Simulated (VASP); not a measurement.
Runs of VASP 6.6.1 on I. It takes space group Cmce (No. 64, orthorhombic). The conventional cell has a = 7.270 Å, b = 4.790 Å, c = 9.793 Å, α = 90.00°, β = 90.00°, γ = 90.00°. I (site symmetry m) has 1 I at 2.68 Å as nearest neighbours. 

```tsv
level	potentials or basis	further INCAR settings	gap on the mesh (eV)	pressure (GPa)	largest force (eV/Å)
PBEsol	VASP PAW PBE potentials, release 64 (I)	ALGO = Fast; EDIFF = 1e-06	(c)	(b)	0.77
TB-mBJ	VASP PAW PBE potentials, release 64 (I)	ALGO = Normal; EDIFF = 1e-06	1.63	-	-
LDA	VASP PAW LDA potentials, release 64 (I)	ALGO = Fast; EDIFF = 1e-06	1.21	(a)	0.73
r2SCAN	VASP PAW PBE potentials, release 64 (I)	ALGO = Normal; EDIFF = 1e-06	1.51	1.2	0.63
```

Alike in all rows: task band structure; no spin polarisation; cell as given; k mesh 8 × 8 × 4; cutoff (eV) 520; smearing gaussian 0.02 eV.

Question: Fill in the values left out.

Answer: (a) -0.9; (b) 0.1; (c) 1.26.

Caveats: spin-orbit coupling is left out, which moves the levels of the heavy elements; the PAW data sets were made with another functional, which shifts forces and pressure a little (some runs).

A k mesh can miss the band edges, and the runs leave out spin-orbit coupling on I.

Runs at the PBE level aren't shown here.
